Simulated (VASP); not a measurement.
Si, 4 atoms in the cell. Symmetry: P6_3/mmc, No. 194, hexagonal system. Conventional cell: a = 3.831 Å, b = 3.831 Å, c = 6.333 Å, α = 90.00°, β = 90.00°, γ = 120.00°. Si (site symmetry 3m) is surrounded by 4 Si at 2.35 to 2.37 Å. This isn't the form of Si at room conditions, which is diamond.

* Program: VASP 6.6.1
* Task: relaxation of cell and atoms
* Functional: PBEsol
* Potentials or basis: VASP PAW PBE potentials, release 64 (Si)
* Cutoff: 600 eV
* k mesh: 12 × 12 × 6
* Occupations: gaussian, width 0.01 eV
* Spin: no spin polarisation
* Dipole correction: no
* Further INCAR settings: ALGO = Fast; EDIFF = 1e-06; IBRION = 2; EDIFFG = -0.005; NSW = 100; ISIF = 3

Potentials or basis: VASP PAW PBE potentials, release 64 (Si).

The run is started by

```bash
$ cat potpaw_PBE.64/Si/POTCAR > POTCAR
$ mpirun -np 1 vasp_std > vasp.out
```

Hardware: 1 thread of Intel(R) Xeon(R) 6975P-C (Granite Rapids), with other jobs on the host.

**Question.** Estimate the wall time of this run.

**Answer.** Run time: 63 s on 1 thread of Intel(R) Xeon(R) 6975P-C (Granite Rapids) (shared host), peak memory 0.26 GiB. Counts: scf iterations 23, k points 76, ion steps 3.
